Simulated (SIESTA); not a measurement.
SiC (Moissanite 3C) under changes of volume

One of the cells (10.553 Å³/atom); the others are scaled copies at fixed shape and fractional positions:

```xyz
2
Lattice="0.0000 2.1934 2.1934 2.1934 0.0000 2.1934 2.1934 2.1934 0.0000" Properties=species:S:1:pos:R:3 pbc="T T T"
Si    0.0000    0.0000    0.0000
C     3.2901    3.2901    3.2901
```

- Program: SIESTA 5.4.2
- Functional: PBE
- Potentials or basis: PseudoDojo 0.4 standard (PBE files)
- Basis: DZP (energy shift 0.002 Ry)
- Grid cutoff: 500 Ry
- Energy shift: 0.002 Ry
- k mesh: 10 × 10 × 10
- Occupations: fermi-dirac, width 0.05 eV
- Spin: no spin polarisation

```tsv
volume (Å³/atom)	energy over the lowest point (meV/atom)	pressure (GPa)	gap on the mesh (eV)
9.725	61.54	23.1	1.29
9.932	?	?	?
10.139	17.26	11.5	1.33
10.553	0.00	2.1	1.37
10.760	0.09	-2.1	1.38
10.967	5.30	-5.8	1.40
```

**Question.** What does the run at 9.932 Å³/atom give?

**Answer.** Energy over the lowest point 35.64 meV/atom; pressure 17.1 GPa; gap on the mesh 1.31 eV.

Worked out: A Birch-Murnaghan fit of order 3 (a polynomial in V^(-2/3)) to the other rows has its minimum at 10.65 Å³/atom with B0 = V·E''(V) = 214 GPa and B' = 3.6. It gives 35.71 meV/atom at 9.932 Å³/atom, against the run's 35.64, and -dE/dV = 17.0 GPa, against 17.1. A straight line through the other rows of the gap, of slope 0.908 eV per unit of ln V, gives 1.31 eV, against the run's 1.31.

Energies are extrapolated to zero smearing.

Caveats: the basis of atomic orbitals isn't converged, which shifts pressures, moduli and gaps.

A mesh can miss the band edges.
